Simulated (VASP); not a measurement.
Set up this calculation in VASP 6.6.1, as the native input.

* Task: band structure
* Functional: PBE
* Potentials or basis: VASP PAW PBE potentials, release 64 (Ge_d, Se)
* Cutoff: 520 eV
* k mesh: 2 × 6 × 6
* Occupations: gaussian, width 0.03 eV
* Spin: spin-orbit coupling, no magnetisation
* Further INCAR settings: ALGO = Normal; EDIFF = 1e-06; NBANDS = 98

The structure of GeSe lies in POSCAR:

```
GeSe                                    
1.0
   10.9655862498      0.0000000000      0.0000000000
    0.0000000000      3.8827657750      0.0000000000
    0.0000000000     -0.0000000000      4.4200472921
  Ge              Se            
     4     4
Direct
     0.1233927516312001    0.7500000000000000    0.8875163003595742
     0.6233927516312001    0.7500000000000000    0.6124836996404259
     0.3766072483687999    0.2500000000000000    0.3875163003595742
     0.8766072483687999    0.2500000000000000    0.1124836996404258
     0.8548942551904906    0.7500000000000000    0.5018587096336309
     0.3548942551904906    0.7500000000000000    0.9981412903663692
     0.6451057448095094    0.2500000000000000    0.0018587096336308
     0.1451057448095094    0.2500000000000000    0.4981412903663692
```

The input as run:

INCAR

```
SYSTEM = GeSe
PREC = Accurate
ENCUT = 520
EDIFF = 1E-6
ISMEAR = 0
SIGMA = 0.03
LREAL = .False.
LASPH = .True.
NELM = 80
ALGO = Normal
ISIF = 2
LWAVE = .False.
LCHARG = .False.
MAGMOM = 0 0 0 0 0 0 0 0 0 0 0 0 0 0 0 0 0 0 0 0 0 0 0 0
LORBIT = 11
LSORBIT = .True.
GGA_COMPAT = .False.
GGA = PE
NBANDS = 98
KPAR = 2
```

KPOINTS

```
regular mesh
0
Gamma
  2 6 6
  0 0 0
```

KPOINTS_OPT

```
explicit points
198
Reciprocal
 0.0000000000  0.0000000000  0.0000000000 1
 0.0000000000  0.0555555556  0.0000000000 1
 0.0000000000  0.1111111111  0.0000000000 1
 0.0000000000  0.1666666667  0.0000000000 1
 0.0000000000  0.2222222222  0.0000000000 1
 0.0000000000  0.2777777778  0.0000000000 1
[... 190 lines left out ...]
 0.0000000000  0.5000000000  0.0243984500 1
 0.0000000000  0.5000000000 -0.0243984500 1
```

Potentials or basis: VASP PAW PBE potentials, release 64 (Ge_d, Se).

Command:

```console
$ cat potpaw_PBE.64/Ge_d/POTCAR potpaw_PBE.64/Se/POTCAR > POTCAR
$ mpirun -np 2 vasp_ncl > vasp.out
```

Results of the run:

| Quantity | Value |
| --- | --- |
| Pressure | 1.0 GPa |
| Largest force | 0.031 eV/Å |
| Valence electrons inside the program's atomic spheres | Ge 12.12; Se 3.81 |

It took 42 min on 2 MPI ranks on Intel(R) Xeon(R) Platinum 8559C (Emerald Rapids), with other jobs on the host, peak memory 1.5 GiB a rank.
